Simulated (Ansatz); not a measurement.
## Si: equation of state with revPBE

The system is Si.

```
CELL_PARAMETERS angstrom
0.00000 2.72185 2.72185
2.72185 0.00000 2.72185
2.72185 2.72185 0.00000
ATOMIC_POSITIONS crystal
Si 0.50000 0.50000 0.50000
Si 0.75000 0.75000 0.75000
```

```
Program             : Ansatz 0.2.0
Task                : equation of state
Functional          : revPBE
Potentials or basis : Ansatz PAW
Cutoff              : 420 eV
Density cutoff      : 1680 eV
k mesh              : 8 × 8 × 8
Occupations         : fermi-dirac, width 0.05 eV
Spin                : no spin polarisation
```

The equilibrium volume is 20.73 Å³/atom and the bulk modulus is 86 GPa. The pressure derivative of the bulk modulus is 4.2.

Energy against volume, from the lowest point:
```tsv
volume (Å³/atom)	energy (meV/atom)
18.955	47.39
19.358	27.13
19.761	12.86
20.165	3.99
20.568	0.00
20.971	0.41
21.375	4.79
```

All runs of the series together: 4.2 s on 2 threads of Arm Neoverse V1 (shared host).

Caveat: the potentials were made for another functional, which shifts forces and pressure.
